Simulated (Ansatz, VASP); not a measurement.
**P: VASP beside Ansatz**

Contents of INCAR:

```
SYSTEM = P
ALGO = Normal ; EDIFF = 1E-6
ENCUT = 520 ; GGA = CA
ISIF = 2 ; ISMEAR = -1
LASPH = .TRUE. ; LCHARG = .FALSE.
LREAL = .FALSE. ; LWAVE = .FALSE.
NBANDS = 18 ; NELM = 100
PREC = Accurate ; SIGMA = 0.05
```

Contents of KPOINTS:

```
k-points
0
G
  5 5 4
  0 0 0
```

File POSCAR:

```
P
1.0
    1.6761948657     -5.0390752980      0.0000000000
    1.6761948657      5.0390752980      0.0000000000
    0.0000000000      0.0000000000      4.0387457901
P
4
Direct
    0.1075544155      0.8924455845      0.9323210340
    0.6075544155      0.3924455845      0.5676789660
    0.8924455845      0.1075544155      0.0676789660
    0.3924455845      0.6075544155      0.4323210340
```

Input for Ansatz:

```yaml
crystal:
  lattice:
    - [1.6761948657, -5.039075298, 0.0]
    - [1.6761948657, 5.039075298, 0.0]
    - [0.0, 0.0, 4.0387457901]
  atoms:
    - { symbol: P, position: [0.1075544155, 0.8924455845, 0.932321034] }
    - { symbol: P, position: [0.6075544155, 0.3924455845, 0.567678966] }
    - { symbol: P, position: [0.8924455845, 0.1075544155, 0.067678966] }
    - { symbol: P, position: [0.3924455845, 0.6075544155, 0.432321034] }
hamiltonian:
  xc: lda
  pseudopotentials:
    kind: paw
    azcp:
      P: "pseudopotentials/P.paw.azcp"
basis:
  ecutwfc: 420
  fft_grid_basis: typed
kpoints:
  mp_grid: { grid: [5, 5, 4], shift: [0, 0, 0] }
magnetization:
  spin_polarized: false
scf:
  occupations: { method: fermi_dirac, width: 0.05 }
  lower_state_search: "off"
output:
  stress: true
```

Alike in both runs: task single point; functional LDA; k mesh 5 × 5 × 4; occupations fermi-dirac, width 0.05 eV; no spin polarisation.

```csv
,VASP,Ansatz
version,VASP 6.6.1,Ansatz 0.2.0
potentials or method,"VASP PAW LDA potentials, release 64 (P)","plane waves (420 eV) with PAW, scalar-relativistic"
plane-wave cutoff (eV),520,420
valence electrons in the cell,20,20
```

Ansatz gave:

- pressure (GPa): 0.0
- largest component of the traceless stress (GPa): 0.74

Q: What did VASP give for the same quantities?

A: Pressure (GPa): -0.3; largest component of the traceless stress (GPa): 0.69.

Ansatz warned: «pseudo_functional_mismatch».

Caveats: the k mesh is coarse (spacing up to 0.40 Å⁻¹), so the values aren't converged.
